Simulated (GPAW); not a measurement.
# SnTe (Fm-3m) in GPAW: notebook, part 2 of 2

GPAW 26.7.0.

## 4. G0W0 quasiparticle levels, RPBE (volume scaled by 0.92)

run.py

```python
import json
import numpy as np
from ase.dft.bandgap import bandgap
from ase.io import write
from ase.spacegroup import crystal
from gpaw import GPAW, PW
from gpaw.response.g0w0 import G0W0

# Te 4b
# Sn 4a
atoms = crystal(['Te', 'Sn'],
                basis=[[0.5, 0.0, 0.0],
                       [0.0, 0.0, 0.0]],
                spacegroup=225, setting=1,  # Fm-3m
                cellpar=[6.12896301, 6.12896301, 6.12896301, 90.0, 90.0, 90.0],
                primitive_cell=True)

calc = GPAW(mode=PW(400),
            xc='RPBE',
            kpts={'size': (3, 3, 3), 'gamma': True},
            occupations={'name': 'fermi-dirac', 'width': 0.05},
            nbands=19,
            convergence={'density': 1e-06},
            maxiter=100,
            txt='gpaw.txt')
atoms.calc = calc
energy = atoms.get_potential_energy()
calc.write('gs.gpw')
write('result.traj', atoms)
print(f'Energy: {energy:.6f} eV')
print('Fermi level:', round(calc.get_fermi_level(), 4), 'eV')
print(f'Gap: {bandgap(calc)[0]:.4f} eV, direct: {bandgap(calc, direct=True)[0]:.4f} eV')

calc.diagonalize_full_hamiltonian(nbands=64)
calc.write('full.gpw', mode='all')

ibz = calc.get_ibz_k_points()
gap, vbm, cbm = bandgap(calc, output=None)
gap, direct, _ = bandgap(calc, direct=True, output=None)
gamma = int(np.abs(ibz).sum(1).argmin())
kpts = sorted({gamma, vbm[1], cbm[1], direct[1]})
gw = G0W0(calc='full.gpw',
          filename='gw',
          ecut=60,
          ecut_extrapolation=True,
          relbands=(-1, 1),
          kpts=kpts,
          integrate_gamma='WS',
          ppa=True)
gw.calculate()
results = {mode: {key: np.asarray(r[key]).tolist() for key in ['f', 'eps', 'vxc', 'exx', 'sigma', 'Z', 'qp', 'sigma_eskn']}
           for mode, r in gw.all_results.items()}
json.dump({'kpts': ibz[kpts].tolist(), 'results': results}, open('gw.json', 'w'))
for mode, r in results.items():
    f, qp = np.array(r['f']), np.array(r['qp'])
    print(mode, 'quasiparticle energies (eV):')
    print(qp.round(3))
    print(mode, 'gap:', round(qp[f < 0.5].min() - qp[f > 0.5].max(), 4), 'eV')
```

Potentials or basis: the program's PAW data sets (release 1.2.1) made for this functional, pw.

Run with:

```sh
> OMP_NUM_THREADS=1 python run.py
```

gpaw.txt:

```text
__  _  _
 | _ |_)|_||  |
 |__||  | ||/\| - 26.7.0

Input parameters:
  mode=PW(ecut=400.0),
  convergence={'density': 1e-06},
  kpts=MonkhorstPack(size=(3, 3, 3), gamma=True),
  maxiter=100,
  nbands=19,
  occupations=Occupations(name='fermi-dirac', width=0.05),
  xc=XC(name='RPBE')

Diagonalizing LCAO Hamiltonian
Converting LCAO to pw mode

                Te

       Sn

Atoms  # Å, Bohr magnetons
|   | symbol |        x |        y |        z |    initial magnetic moments |
|---|--------|----------|----------|----------|-----------------------------|
| 0 |     Te | 3.064482 | 3.064482 | 3.064482 | ( 0.0000,  0.0000,  0.0000) |
| 1 |     Sn | 0.000000 | 0.000000 | 0.000000 | ( 0.0000,  0.0000,  0.0000) |

Unit cell  # Å
| periodic |        x |        y |        z |  lengths |    angles |
|----------|----------|----------|----------|----------|-----------|
|      yes | 0.000000 | 3.064482 | 3.064482 | 4.333831 | 60.000000 |
|      yes | 3.064482 | 0.000000 | 3.064482 | 4.333831 | 60.000000 |
[... 180 lines left out ...]
|iter:   5| |   -6.854981c| -4.75 | -2.61 |
|iter:   6| |   -6.854992c| -6.14 | -3.32 |
|iter:   7| |   -6.854993c| -7.38 | -4.10 |
|iter:   8| |   -6.854993c| -7.48c| -4.68 |
|iter:   9| |   -6.854993c| -8.01c| -5.58 |
|iter:  10| |   -6.854993c| -8.51c| -6.20c|

Converged in 10 steps
Energy contributions relative to reference atoms: (reference = -352819.508013)

Energy contributions:
  Kinetic:          26.165086
  Coulomb:         -24.536869
  Zero:              0.207299
  External:          0.000000
  Xc:               -8.690507
  Entropy:          -0.000002
  Spinorbit:         0.000000
  ----------------------------
  Free energy:      -6.854994
  Extrapolated:     -6.854993

dipole moment: (-20.713067, -20.713067, -20.713067)  # |e|*Ang

Fermi level: 7.784
Eigenvalues  # (at kpt = [0.000, 0.000, 0.000])
| band index |      eig [eV] | occ [0-2] |
|------------|---------------|-----------|
|          0 |       -14.426 |     2.000 |
|        ... |               |           |
|          2 |       -14.415 |     2.000 |
|          3 |       -14.415 |     2.000 |
|          4 |       -14.415 |     2.000 |
|          5 |        -5.823 |     2.000 |
|          6 |         3.359 |     2.000 |
|          7 |         5.212 |     2.000 |
[... 9 lines left out ...]
|         17 |        14.550 |     0.000 |
|         18 |        14.550 |     0.000 |

Gap: 1.338 eV
Transition (v -> c):
  (s=0, k=3, n=9, [0.33, 0.33, 0.33]) -> (s=0, k=3, n=10, [0.33, 0.33, 0.33])
No difference between direct/indirect transitions
# Writing to gs.gpw (mode='')

Matrix size: 1063x1063
# Writing to full.gpw (mode='all')
```

gw.w.txt:

```text
FrequencyGridDescriptor(from 0.000+0.000j to 0.000+27.211j eV, 2 points)
FrequencyGridDescriptor(from 0.000+0.000j to 0.000+27.211j eV, 2 points)

WARNING:
The current GW implementation cannot handle intraband screening.
This results in poor k-point convergence for metals
BZ k-points: Symmetries present (total): 48

27 k-points: 3 x 3 x 3 Monkhorst-Pack grid
[... 140 lines left out ...]
                                                                   GW
   9   1.000   5.212 -13.524 -15.690   1.482  -0.308   0.764   4.689
  10   0.000  11.151 -12.848  -7.844  -5.198  -0.279   0.782  11.000

k-point 1 (3): (0.333, 0.333, 0.333)                GW
band       f     eps     vxc     exx   sigma  dsigma       Z      qp
                                                                   GW
   9   1.000   7.132 -13.613 -13.731  -0.338  -0.285   0.778   6.777
  10   0.000   8.470 -12.073  -8.745  -3.676  -0.288   0.777   8.200
```

Wall time 20 s (1 thread of Arm Neoverse V1, shared host); peak memory 0.3 GiB.

The run converged, but some of its settings lie outside the range that counts as converged, so its numbers aren't taken as properties of the crystal.

Results:

```yaml
Free_energy: -6.8550 eV
```

Caveat: the k mesh is coarse (spacing up to 0.59 Å⁻¹), so the values aren't converged; the k mesh is too small for a converged quasiparticle gap; this odd mesh misses L, where the gap lies, so gap, dielectric constants and Born charges aren't listed; the long-wavelength limit can be off by a per cent or two.

## 5. The reference run

An earlier run on the cell as given: functional PBE; potentials or basis GPAW PAW data sets (gpaw-data 1.2.1); cutoff 600 eV; basis pw; k mesh 7 × 7 × 7; occupations fermi-dirac, width 0.05 eV; no spin polarisation.

- Pressure: 1.9 GPa

## 6. Overview

| task | level | potentials or basis | spin | k mesh | older calculator (legacy_gpaw) | band path | band points | spin axis theta (degrees) | spin axis phi (degrees) | gap on the mesh (eV) | pressure (GPa) |
| --- | --- | --- | --- | --- | --- | --- | --- | --- | --- | --- | --- |
| band structure | optB88-vdW | GPAW PAW data sets (gpaw-data 1.2.1), pw | SOC, no magnetisation | 6 × 6 × 6 | yes | GXWKGLUWLK,UX | 80 | 54.7 | 45 | 0.25 | - |
| band structure | LDA | PAW data sets generated in the run's folder for this functional, pw | off | 6 × 6 × 6 | - | GXWKGLUWLK,UX | 60 | - | - | 0.11 | -1.8 |
| single point | PBE | GPAW PAW data sets (gpaw-data 1.2.1), pw | off | 7 × 7 × 7 | - | - | - | - | - | - | 1.9 |

Alike in all rows: cell as given; cutoff (eV) 600; smearing fermi-dirac 0.05 eV.

Caveats: spin-orbit coupling was added after a scalar SCF, so levels and gaps hold it while energy, forces, pressure and moments don't (some runs); this program's spin-orbit splittings come out too wide for heavy elements (some runs); the PAW data sets were made with another functional, which shifts forces and pressure a little (some runs); spin-orbit coupling is left out, which moves the levels of the heavy elements (some runs).

Absolute energies hang on the potentials; compare differences alone.

## 7. How close it comes

Step 2. Measured gap of SnTe: 0.18 eV (direct; 300 K; a printed reference work, textbook). This calculation gives 0.24 eV (+0.06 eV). The value is that of optB88-vdW, without temperature or zero-point motion.

Step 3. Measured gap of SnTe: 0.18 eV (direct; 300 K; a printed reference work, textbook). This calculation gives 0.11 eV (-0.07 eV). Spin-orbit coupling on Sn, Te is left out. The value is that of LDA, without temperature or zero-point motion. Semilocal functionals fall short of measured gaps as a rule.
